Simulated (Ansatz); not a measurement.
**InSb2: a trial structure relaxed, part 1 of 2**

Where does InSb2 go from the start given, tetragonal zirconia type (P4_2/nmc, No. 137)?

Computed with Ansatz 0.2.0 (DFT PBE, scalar-relativistic, plane waves, PAW, unless a step's input says otherwise).

### Step 1. The starting structure

The structure is tetragonal, space group P4_2/nmc (No. 137). The conventional cell has a = 4.914 Å, b = 4.914 Å, c = 7.074 Å, α = 90.00°, β = 90.00°, γ = 90.00°. In (site symmetry -4m2) has 8 Sb at 2.85 to 3.23 Å as nearest neighbours. Around Sb (site symmetry 2mm) lie 4 In at 2.85 to 3.23 Å.

As a file:

```
In Sb
1.0
     4.91378    0.00000    0.00000
     0.00000    4.91378    0.00000
     0.00000    0.00000    7.07396
In Sb
2 4
Direct
  0.00000 0.00000 0.00000
  0.50000 0.50000 0.50000
  0.00000 0.50000 0.20300
  0.00000 0.50000 0.70300
  0.50000 0.00000 0.29700
  0.50000 0.00000 0.79700
```

This is candidate A: tetragonal zirconia type (P4_2/nmc, No. 137).

### Step 2. A first look at the start (candidate A)

The input, input.yaml:

```yaml
crystal:
  lattice:
    - [4.9137828604, 0.0, 0.0]
    - [0.0, 4.9137828604, 0.0]
    - [0.0, 0.0, 7.0739561937]
  atoms:
    - { symbol: In, position: [0.0, 0.0, 0.0] }
    - { symbol: In, position: [0.5, 0.5, 0.5] }
    - { symbol: Sb, position: [0.0, 0.5, 0.203] }
    - { symbol: Sb, position: [0.0, 0.5, 0.703] }
    - { symbol: Sb, position: [0.5, 0.0, 0.297] }
    - { symbol: Sb, position: [0.5, 0.0, 0.797] }
basis:
  ecutwfc: 420
kpoints:
  mp_grid: { grid: [4, 4, 4] }
hamiltonian:
  xc: pbe
scf:
  occupations: { method: gaussian, width: 0.1 }
  lower_state_search: "off"
output:
  forces: true
  stress: true
  eigenvalues: true
```

The run is started by

```console
$ ansatz run input.yaml --threads 1 --pin off --max-ram 2560MiB --backend cpu --events-out ev --progress --plain --runs-dir out
```

Output, cut to the lines that bear on the results:

```text
Warning: RAYON_NUM_THREADS=1 ignored (pool sized by the plan → 1); use --threads N
[...]
Pseudopotentials: kind: paw
Pseudopotential: In, paw, valence charge 13, recommended cutoff 420 eV (normal), In.paw.azcp
Pseudopotential: Sb, paw, valence charge 15, recommended cutoff 420 eV (normal), Sb.paw.azcp
Functional definition: PBE
[...]
Crystal: 6 atoms, lattice volume = 170.803 Å³
Basis set: ecut = 420 eV, 3355 PW (Γ), exchange–correlation on 72×72×96 points (8 copies of the dense FFT grid, shifted against one another)
Bands: 52, of which v1, the nominal top of the filled ones, is band 43 counted from 1 (42 counted from 0)
Symmetry: 16 space group operations
Space group: P42/nmc (ITA 137), of the structure as read, at distance tolerance 5.5e-5 Å
k-points: 18 of 64
[...]
SCF iter   1: F=—  HF=-37131.356885 eV  |F-HF|=—  |Δ(HF+E_count)|=         —  Δρ=1.63e-3  dr2=6.01e-3  ethr=1.77e-3  ⟨swp⟩=7.8  Hψ=3772  notcnv=0  defer=2
[...]
SCF iter   6: F=-37131.353180 eV  HF=-37131.353180 eV  |F-HF|=1.41e-8  |Δ(HF+E_count)|=   2.08e-7  Δρ=3.71e-6  dr2=2.19e-8  ethr=1.16e-10  ⟨swp⟩=10.7  Hψ=4527  notcnv=0
[...]
SCF converged after 6 iterations
Free energy (F): -37131.353180 eV
[...]
E sigma→0 (E₀):  -37131.347277 eV
Entropy (-TS):   -0.011806 eV (-1.968 meV/atom)
Fermi energy:    10.237785 eV
[...]
--- Forces (eV/Å), atoms counted from 1 ---
  atom   1  In     0.00000000     0.00000000     0.00000000
  atom   2  In     0.00000000     0.00000000     0.00000000
  atom   3  Sb     0.00000000     0.00000000     0.73572289
  atom   4  Sb     0.00000000     0.00000000     0.73572289
  atom   5  Sb     0.00000000     0.00000000    -0.73572289
  atom   6  Sb    -0.00000000     0.00000000    -0.73572289
[...]
--- Stress (GPa, compression-positive) ---
        7.231426       0.000000       0.000000
        0.000000       7.231426       0.000000
        0.000000       0.000000       6.052872
  P = ⅓ Tr σ = 6.8386 GPa (68.386 kbar)
--- Band table (eV; the first three rows and the last of 18) ---
[...]
```

Run time: 4.5 s. Hardware: 1 thread of Intel Xeon 6975P-C (Granite Rapids), shared host; peak memory 0.49 GiB.

From the probe: pressure 6.8 GPa, largest force 0.74 eV/Å, gap on this mesh none (metal). Stress or forces are large, so a loose relaxation on a coarse mesh comes first.

### Step 3. Coarse relaxation (candidate A)

input.yaml, as its differences from that of step 2:

```diff
@@ -25 +25,6 @@
   eigenvalues: true
+relax:
+  adjacent_minimum: "off"
+  f_tol: 0.04
+  max_steps: 70
+  cell: { stress_tol: 0.4 }
```

The run is started by

```console
$ ansatz run input.yaml --threads 1 --pin off --max-ram 2560MiB --backend cpu --events-out ev --progress --plain --runs-dir out
```

Output:

```text
Warning: RAYON_NUM_THREADS=1 ignored (pool sized by the plan → 1); use --threads N
Engine: ansatz 0.2.0, x86_64-unknown-linux-gnu
[... 4 set-up lines as earlier in the session ...]
  parameter kappa = 0.804
  parameter beta = 0.06672455060314922
  exchange = pbe_x(kappa = kappa, mu = beta*pi^2/3)
  correlation = pbe_c(beta = beta)
Crystal: 6 atoms, lattice volume = 170.803 Å³
Basis set: ecut = 420 eV, 3355 PW (Γ), exchange–correlation on 72×72×96 points (8 copies of the dense FFT grid, shifted against one another)
Bands: 52, of which v1, the nominal top of the filled ones, is band 43 counted from 1 (42 counted from 0)
[... 2 set-up lines as earlier in the session ...]
k-points: 18 of 64
Non-local potential: In, projectors of the file, l = 0: 2, l = 1: 2, l = 2: 2, l = 3: 2
Non-local potential: Sb, projectors of the file, l = 0: 2, l = 1: 2, l = 2: 2, l = 3: 2
PAW form: soft (Blöchl's): semilocal exchange-correlation on the pseudo side does not see the compensation charge
PAW one-centre angular grid: In, 590 points (default); XC on 64 Gauss nodes
PAW one-centre angular grid: Sb, 590 points (default); XC on 64 Gauss nodes
Initial density: superposition of atomic densities (neutral atoms: chi_scale 0, normalization atom), corrected by the library's trained network
Initial wavefunctions: pseudopotential atomic-orbital guess
Functional: x = pbe(κ = 0.804, μ = 0.2195149727645171), c = pbe(β = 0.06672455060314922)
SCF iter   1: F=—  HF=-37131.356886 eV  |F-HF|=—  |Δ(HF+E_count)|=         —  Δρ=1.63e-3  dr2=6.01e-3  ethr=1.77e-3  ⟨swp⟩=7.8  Hψ=3772  notcnv=0  defer=2
preconditioner: auto → LDOS  [metal: Δε(μ)=0.071 eV  Ē_g=11.927 eV  σ=0.100 eV  W_gap=0.38  n_scr=36 (ndim 8)  ℏωp=19.3 eV  f_vac=0.029  D(μ)=2.33/eV (n_scr^D=14)  β→1.0]
SCF iter   2: F=—  HF=-37131.354281 eV  |F-HF|=—  |Δ(HF+E_count)|=   2.60e-3  Δρ=1.34e-3  dr2=2.17e-3  ethr=6.99e-6  ⟨swp⟩=2.0  Hψ=1857  notcnv=0  defer=6
SCF iter   3: F=—  HF=-37131.353163 eV  |F-HF|=—  |Δ(HF+E_count)|=   1.12e-3  Δρ=2.05e-4  dr2=8.30e-5  ethr=2.53e-6  ⟨swp⟩=2.0  Hψ=1655  notcnv=0  defer=6
SCF iter   4: F=—  HF=-37131.353184 eV  |F-HF|=—  |Δ(HF+E_count)|=   2.08e-5  Δρ=8.41e-5  dr2=1.22e-5  ethr=9.65e-8  ⟨swp⟩=2.0  Hψ=1661  notcnv=0  defer=6
SCF iter   5: F=—  HF=-37131.353180 eV  |F-HF|=—  |Δ(HF+E_count)|=   4.30e-6  Δρ=2.12e-5  dr2=7.60e-7  ethr=1.42e-8  ⟨swp⟩=2.0  Hψ=1655  notcnv=0  defer=6
SCF iter   6: F=-37131.353180 eV  HF=-37131.353180 eV  |F-HF|=1.41e-8  |Δ(HF+E_count)|=   2.08e-7  Δρ=3.71e-6  dr2=2.18e-8  ethr=1.16e-10  ⟨swp⟩=10.7  Hψ=4528  notcnv=0
SCF 1 converged in 6 iterations: F = -37131.353180 eV  dr2 = 2.18e-8
relax step   1: F+E_penalty+E_count = -37131.35317998 eV  Δ(F+E_penalty+E_count) = +0.000e0 eV  max|allowed force component| = 7.357e-1 eV/Å  Δτ_max = 0.0000 Å  P = +6.839 GPa  Ω = 170.803 Å³  (6 SCF iters, dr2 threshold 1.00e-7 eV, accepted)
Crystal: 6 atoms, lattice volume = 195.708 Å³
Basis set: ecut = 420 eV, 3849 PW (Γ), exchange–correlation on 72×72×96 points (8 copies of the dense FFT grid, shifted against one another)
Initial density: handed on by an earlier stage of this run
Initial wavefunctions: those handed on with the density
iter 1 solved again at ethr=4.26e-5 eV; its pass at ethr=3.10e-3 eV (dr2=3.66e-2 eV) is discarded
SCF iter   1: F=—  HF=-37132.044592 eV  |F-HF|=—  |Δ(HF+E_count)|=         —  Δρ=4.28e-3  dr2=3.61e-2  ethr=4.26e-5  ⟨swp⟩=1.7  Hψ=5535  notcnv=0
preconditioner: auto → LDOS  [metal: Δε(μ)=0.081 eV  Ē_g=11.351 eV  σ=0.100 eV  W_gap=0.41  n_scr=36 (ndim 8)  ℏωp=18.0 eV  f_vac=0.063  D(μ)=2.58/eV (n_scr^D=14)  β→1.0]
SCF iter   2: F=—  HF=-37132.047486 eV  |F-HF|=—  |Δ(HF+E_count)|=   2.89e-3  Δρ=1.58e-3  dr2=5.02e-3  ethr=4.20e-5  ⟨swp⟩=2.0  Hψ=1746  notcnv=0
SCF iter   3: F=—  HF=-37132.047575 eV  |F-HF|=—  |Δ(HF+E_count)|=   8.82e-5  Δρ=1.06e-3  dr2=2.35e-3  ethr=5.84e-6  ⟨swp⟩=2.0  Hψ=1712  notcnv=0
SCF iter   4: F=—  HF=-37132.046688 eV  |F-HF|=—  |Δ(HF+E_count)|=   8.87e-4  Δρ=1.90e-4  dr2=8.44e-5  ethr=2.73e-6  ⟨swp⟩=2.0  Hψ=1698  notcnv=0
SCF iter   5: F=—  HF=-37132.046649 eV  |F-HF|=—  |Δ(HF+E_count)|=   3.81e-5  Δρ=3.69e-5  dr2=3.24e-6  ethr=9.82e-8  ⟨swp⟩=2.0  Hψ=1715  notcnv=0
SCF iter   6: F=-37132.046649 eV  HF=-37132.046649 eV  |F-HF|=3.31e-8  |Δ(HF+E_count)|=   6.42e-7  Δρ=8.13e-6  dr2=9.60e-8  ethr=6.98e-10  ⟨swp⟩=7.2  Hψ=4230  notcnv=0
SCF 2 converged in 6 iterations: F = -37132.046649 eV  dr2 = 9.60e-8
relax step   2: F+E_penalty+E_count = -37132.04664877 eV  Δ(F+E_penalty+E_count) = -6.935e-1 eV  max|allowed force component| = 2.762e-1 eV/Å  Δτ_max = 0.1717 Å  P = -1.155 GPa  Ω = 195.708 Å³  energy of the carried Pulay correction = -5.699e-3 eV  (6 SCF iters, dr2 threshold 6.00e-7 eV, accepted)
Crystal: 6 atoms, lattice volume = 192.534 Å³
Basis set: ecut = 420 eV, 3769 PW (Γ), exchange–correlation on 72×72×96 points (8 copies of the dense FFT grid, shifted against one another)
iter 1 solved again at ethr=7.02e-6 eV; its pass at ethr=3.10e-3 eV (dr2=6.03e-3 eV) is discarded
SCF iter   1: F=—  HF=-37132.139881 eV  |F-HF|=—  |Δ(HF+E_count)|=         —  Δρ=1.67e-3  dr2=6.06e-3  ethr=7.02e-6  ⟨swp⟩=2.0  Hψ=4612  notcnv=0
preconditioner: auto → LDOS  [metal: Δε(μ)=0.018 eV  Ē_g=11.410 eV  σ=0.100 eV  W_gap=0.10  n_scr=36 (ndim 8)  ℏωp=18.2 eV  f_vac=0.055  D(μ)=2.77/eV (n_scr^D=14)  β→1.0]
SCF iter   2: F=—  HF=-37132.140371 eV  |F-HF|=—  |Δ(HF+E_count)|=   4.90e-4  Δρ=1.15e-3  dr2=2.77e-3  ethr=7.02e-6  ⟨swp⟩=2.0  Hψ=1714  notcnv=0
SCF iter   3: F=—  HF=-37132.139426 eV  |F-HF|=—  |Δ(HF+E_count)|=   9.45e-4  Δρ=2.69e-4  dr2=1.50e-4  ethr=3.22e-6  ⟨swp⟩=2.0  Hψ=1712  notcnv=0
SCF iter   4: F=—  HF=-37132.139400 eV  |F-HF|=—  |Δ(HF+E_count)|=   2.58e-5  Δρ=4.14e-5  dr2=4.06e-6  ethr=1.74e-7  ⟨swp⟩=2.0  Hψ=1716  notcnv=0
SCF iter   5: F=-37132.139403 eV  HF=-37132.139403 eV  |F-HF|=6.58e-8  |Δ(HF+E_count)|=   2.42e-6  Δρ=6.47e-6  dr2=1.26e-7  ethr=6.98e-10  ⟨swp⟩=7.3  Hψ=3985  notcnv=0
SCF 3 converged in 5 iterations: F = -37132.139403 eV  dr2 = 1.26e-7
relax step   3: F+E_penalty+E_count = -37132.13940261 eV  Δ(F+E_penalty+E_count) = -9.275e-2 eV  max|allowed force component| = 1.267e-1 eV/Å  Δτ_max = 0.0873 Å  P = -0.579 GPa  Ω = 192.534 Å³  energy of the carried Pulay correction = -5.016e-3 eV  (5 SCF iters, dr2 threshold 6.00e-7 eV, accepted)
Crystal: 6 atoms, lattice volume = 189.904 Å³
Basis set: ecut = 420 eV, 3705 PW (Γ), exchange–correlation on 72×72×96 points (8 copies of the dense FFT grid, shifted against one another)
iter 1 solved again at ethr=5.40e-6 eV; its pass at ethr=3.10e-3 eV (dr2=4.65e-3 eV) is discarded
SCF iter   1: F=—  HF=-37132.166842 eV  |F-HF|=—  |Δ(HF+E_count)|=         —  Δρ=1.48e-3  dr2=4.78e-3  ethr=5.40e-6  ⟨swp⟩=2.1  Hψ=4699  notcnv=0
preconditioner: auto → LDOS  [metal: Δε(μ)=0.028 eV  Ē_g=11.459 eV  σ=0.100 eV  W_gap=0.16  n_scr=36 (ndim 8)  ℏωp=18.3 eV  f_vac=0.054  D(μ)=3.51/eV (n_scr^D=20)  β→1.0]
SCF iter   2: F=—  HF=-37132.166944 eV  |F-HF|=—  |Δ(HF+E_count)|=   1.01e-4  Δρ=9.95e-4  dr2=2.00e-3  ethr=5.40e-6  ⟨swp⟩=2.0  Hψ=1715  notcnv=0
SCF iter   3: F=—  HF=-37132.166303 eV  |F-HF|=—  |Δ(HF+E_count)|=   6.41e-4  Δρ=2.58e-4  dr2=1.32e-4  ethr=2.32e-6  ⟨swp⟩=2.0  Hψ=1714  notcnv=0
SCF iter   4: F=—  HF=-37132.166270 eV  |F-HF|=—  |Δ(HF+E_count)|=   3.30e-5  Δρ=4.58e-5  dr2=5.34e-6  ethr=1.54e-7  ⟨swp⟩=2.0  Hψ=1704  notcnv=0
SCF iter   5: F=-37132.166273 eV  HF=-37132.166273 eV  |F-HF|=8.00e-8  |Δ(HF+E_count)|=   2.69e-6  Δρ=7.89e-6  dr2=2.40e-7  ethr=6.98e-10  ⟨swp⟩=7.7  Hψ=4245  notcnv=0
SCF 4 converged in 5 iterations: F = -37132.166273 eV  dr2 = 2.40e-7
relax step   4: F+E_penalty+E_count = -37132.16627278 eV  Δ(F+E_penalty+E_count) = -2.687e-2 eV  max|allowed force component| = 6.887e-3 eV/Å  Δτ_max = 0.0695 Å  P = -0.001 GPa  Ω = 189.904 Å³  energy of the carried Pulay correction = -4.441e-3 eV  (5 SCF iters, dr2 threshold 6.00e-7 eV, accepted)
Basis set: ecut = 420 eV, 3705 PW (Γ), exchange–correlation on 72×72×100 points (8 copies of the dense FFT grid, shifted against one another)
Initial wavefunctions: pseudopotential atomic-orbital guess (no wavefunctions were taken with the density)
iter 1 solved again at ethr=5.39e-7 eV; its pass at ethr=3.10e-3 eV (dr2=4.64e-4 eV) is discarded
SCF iter   1: F=—  HF=-37132.169748 eV  |F-HF|=—  |Δ(HF+E_count)|=         —  Δρ=1.15e-4  dr2=4.71e-6  ethr=5.39e-7  ⟨swp⟩=3.0  Hψ=5897  notcnv=0
preconditioner: auto → LDOS  [metal: Δε(μ)=0.027 eV  Ē_g=11.459 eV  σ=0.100 eV  W_gap=0.15  n_scr=36 (ndim 8)  ℏωp=18.3 eV  f_vac=0.055  D(μ)=3.51/eV (n_scr^D=20)  β→1.0]
SCF iter   2: F=—  HF=-37132.169756 eV  |F-HF|=—  |Δ(HF+E_count)|=   7.84e-6  Δρ=4.67e-5  dr2=3.05e-6  ethr=5.48e-9  ⟨swp⟩=2.1  Hψ=1714  notcnv=0
SCF iter   3: F=—  HF=-37132.169754 eV  |F-HF|=—  |Δ(HF+E_count)|=   1.45e-6  Δρ=9.25e-6  dr2=8.57e-8  ethr=3.55e-9  ⟨swp⟩=2.0  Hψ=1331  notcnv=0
SCF iter   4: F=—  HF=-37132.169754 eV  |F-HF|=—  |Δ(HF+E_count)|=   2.01e-8  Δρ=1.35e-6  dr2=5.45e-9  ethr=9.97e-11  ⟨swp⟩=2.0  Hψ=1346  notcnv=0
SCF iter   5: F=-37132.169754 eV  HF=-37132.169754 eV  |F-HF|=1.01e-9  |Δ(HF+E_count)|=   4.31e-9  Δρ=8.74e-7  dr2=1.35e-9  ethr=4.47e-12  ⟨swp⟩=7.1  Hψ=3473  notcnv=0
SCF 5 converged in 5 iterations: F = -37132.169754 eV  dr2 = 1.35e-9
relax step   5: F+E_penalty+E_count = -37132.16975430 eV  Δ(F+E_penalty+E_count) = -3.482e-3 eV  max|allowed force component| = 6.886e-3 eV/Å  Δτ_max = 0.0000 Å  P = -0.015 GPa  Ω = 189.904 Å³  stress off target by 3.33e-1 GPa  SCF on the basis re-selected at this cell (its energy is not comparable with the rows above)  (5 SCF iters)
basis re-selected at this cell: Δ(F+E_penalty+E_count) = -3.482e-3 eV, ΔP = -0.014 GPa vs the last step (what re-selecting the basis moved, of the pressure what is left beyond the Pulay correction that the steps carried, after the strain that the cell walked since its last selection, with what the two solves' SCF thresholds leave and, on support functions, any second-order correction that the steps lacked; it is no measure of the basis error at this ecutwfc). The dense FFT grid was sized anew with the basis: this SCF ran on 36×36×50 points, the steps before it on 36×36×48, so part of this shift can come from that change (see relax.cell in the input reference). This SCF's stress stands 3.33e-1 GPa from its target on what of the cell is left free (relax.cell.stress_tol is 4.00e-1 GPa) and its largest allowed force component is 6.89e-3 eV/Å (relax.f_tol is 4.00e-2 eV/Å): within both
SCF converged after 5 iterations
Free energy (F): -37132.169754 eV
Harris-Foulkes:  -37132.169754 eV  (|F-HF|=1.01e-9)
Internal energy: -37132.152223 eV  (E = F + TS)
E sigma→0 (E₀):  -37132.160989 eV
Entropy (-TS):   -0.017531 eV (-2.922 meV/atom)
Fermi energy:    8.713498 eV
--- Per-component energies (eV) ---
  E_band       = -828.618787
  E_kinetic    = 1307.545496
  E_local      = -9177.742464  (includes V_loc(G=0)·N_el)
  E_nonlocal   = 2178.824229
  E_hartree    = 4008.868980
  E_xc         = -982.740616
  E_vxc        = -580.986398  (∫ρ·V_xc dr)
  E_paw        = -26605.057161  (= ΣΔE_a)
  E_vpaw       = -2573.997898  (= ΣTr[D̂ρ^β])
  E_aug_tail   = 0.000045  (compensation charges beyond the density's cutoff)
  E_ewald      = -7861.850733
  E_smearing   = -0.017531  (= −TS)
  E_closure    = 0.000000  (closes the sum)
  Σ components = -37132.169754   (vs F -37132.169754, Δ=0.00e0)
--- Forces (eV/Å), atoms counted from 1 ---
  atom   1  In     0.00000000     0.00000000     0.00000000
  atom   2  In    -0.00000000     0.00000000    -0.00000000
  atom   3  Sb     0.00000000     0.00000000     0.00688642
  atom   4  Sb     0.00000000     0.00000000     0.00688642
  atom   5  Sb     0.00000000     0.00000000    -0.00688642
  atom   6  Sb     0.00000000     0.00000000    -0.00688642
  max |Σ_I F_I| component: 5.55e-17 eV/Å
--- Stress (GPa, compression-positive) ---
        0.144297       0.000000       0.000000
        0.000000       0.144297       0.000000
        0.000000       0.000000      -0.332584
  P = ⅓ Tr σ = -0.0147 GPa (-0.147 kbar)
--- Band table (eV; the first three rows and the last of 18) ---
  k-point 0: bands = ["-20.3970", "-20.3908", "-20.3897", "-20.3864", "-20.3864", "-20.3835", "-20.3821", "-20.3799", "-20.3775", "-20.3775", "-20.3771", "-20.3771", "-20.3692", "-20.3692", "-20.3651", "-20.3646", "-20.3639", "-20.3472", "-20.3415", "-20.3409", "-5.9174", "-5.8790", "-5.8790", "-5.8773", "-5.8579", "-5.8579", "-5.8289", "-5.8216", "-5.8189", "-5.8156", "-2.6207", "-1.0049", "0.5186", "1.5357", "2.1289", "4.8662", "4.8662", "6.8311", "6.8365", "6.8365", "7.2657", "8.0592", "8.4002", "8.4027", "8.4027", "10.7544", "10.7544", "11.0848", "11.0848", "11.0851", "11.5608", "12.8637"]
  k-point 1: bands = ["-20.3923", "-20.3907", "-20.3899", "-20.3851", "-20.3851", "-20.3833", "-20.3823", "-20.3785", "-20.3785", "-20.3763", "-20.3763", "-20.3751", "-20.3704", "-20.3704", "-20.3696", "-20.3647", "-20.3640", "-20.3520", "-20.3414", "-20.3410", "-5.9114", "-5.8831", "-5.8760", "-5.8760", "-5.8611", "-5.8611", "-5.8277", "-5.8226", "-5.8184", "-5.8161", "-2.4651", "-1.3903", "0.6313", "1.3349", "2.8194", "5.0452", "5.0452", "6.0481", "6.3097", "6.3097", "7.3840", "8.2368", "8.9119", "8.9119", "9.0493", "10.4038", "10.4038", "10.5317", "10.6380", "11.5667", "11.5667", "12.2203"]
  k-point 2: bands = ["-20.3903", "-20.3903", "-20.3828", "-20.3828", "-20.3820", "-20.3820", "-20.3816", "-20.3816", "-20.3810", "-20.3810", "-20.3736", "-20.3736", "-20.3732", "-20.3732", "-20.3644", "-20.3644", "-20.3635", "-20.3635", "-20.3412", "-20.3412", "-5.8972", "-5.8972", "-5.8686", "-5.8686", "-5.8686", "-5.8686", "-5.8251", "-5.8251", "-5.8173", "-5.8173", "-2.0190", "-2.0190", "0.9424", "0.9424", "4.3208", "4.3208", "5.5583", "5.5583", "5.5606", "5.5606", "8.7342", "8.7342", "8.7845", "8.7845", "9.6793", "9.6793", "9.6941", "9.6941", "11.2023", "11.2023", "12.8339", "12.8339"]
  k-point 17: bands = ["-20.3833", "-20.3833", "-20.3830", "-20.3830", "-20.3830", "-20.3830", "-20.3822", "-20.3822", "-20.3732", "-20.3732", "-20.3729", "-20.3729", "-20.3729", "-20.3729", "-20.3722", "-20.3722", "-20.3550", "-20.3550", "-20.3550", "-20.3550", "-5.8899", "-5.8899", "-5.8899", "-5.8899", "-5.8562", "-5.8562", "-5.8235", "-5.8235", "-5.8209", "-5.8209", "-0.3969", "-0.3969", "-0.3969", "-0.3969", "2.2255", "2.2255", "4.4353", "4.4353", "7.1623", "7.1623", "7.1623", "7.1623", "9.4302", "9.4302", "11.1060", "11.1060", "11.1360", "11.1360", "11.6536", "11.6536", "14.1600", "14.1600"]
--- Relaxed structure (4 steps of the walk, 4 accepted, 1 SCFs on fresh bases) ---
  F+E_penalty+E_count = -37132.16975430 eV   max|allowed force component| = 6.886e-3 eV/Å   (the final SCF, on the basis selected at the relaxed cell)
  cell:  # Å, volume = 189.9041 Å³
    - [5.120535743374816, -2.5584854001922898e-34, 0.0]
    - [-2.5584854001922898e-34, 5.120535743374816, 0.0]
    - [0.0, 0.0, 7.242749084045254]
  atoms:
    - { symbol: In, position: [1.7147569898943917e-35, 4.082754737843789e-37, -1.3078761424593766e-18] }
    - { symbol: In, position: [0.5, 0.5, 0.5] }
    - { symbol: Sb, position: [-1.9597222741650188e-35, 0.5, 0.24944407032116211] }
    - { symbol: Sb, position: [5.345529420184391e-51, 0.5, 0.749444070321162] }
    - { symbol: Sb, position: [0.5, 1.633101895137521e-36, 0.2505559296788379] }
    - { symbol: Sb, position: [0.5, 4.082754737843856e-37, 0.750555929678838] }
```

Run time: 29 s. Hardware: 1 thread of Intel Xeon 6975P-C (Granite Rapids), shared host; peak memory 0.52 GiB.

Relaxation path:

```
step  E - E(step 1) (eV/cell)  largest force component (eV/Å)  pressure (GPa)  volume (Å³)
   1                   0.0000                          0.7357            6.84       170.80
   2                  -0.6935                          0.2762           -1.15       195.71
   3                  -0.7862                          0.1267           -0.58       192.53
   4                  -0.8131                          0.0069            0.00       189.90
   5                  -0.8166                          0.0069           -0.01       189.90
```

Step 1 is the start. Step 5 repeats the geometry before it on a plane-wave basis chosen anew for that cell, so its energy need not be comparable with the rows above.

|  | before | after | change |
| --- | --- | --- | --- |
| a (Å) | 4.914 | 5.121 | +4.2 % |
| b (Å) | 4.914 | 5.121 | +4.2 % |
| c (Å) | 7.074 | 7.243 | +2.4 % |
| volume (Å³/atom) | 28.47 | 31.65 | +11.2 % |
| shortest distance (Å) | 2.846 | 3.134 | +10.1 % |
| space group (0.01 Å) | P4_2/nmc | Fm-3m | changed |

Forces and stress were held to the start's 16 operations: a distortion of lower symmetry was not tested.

(Continued in part 2 of 2.)
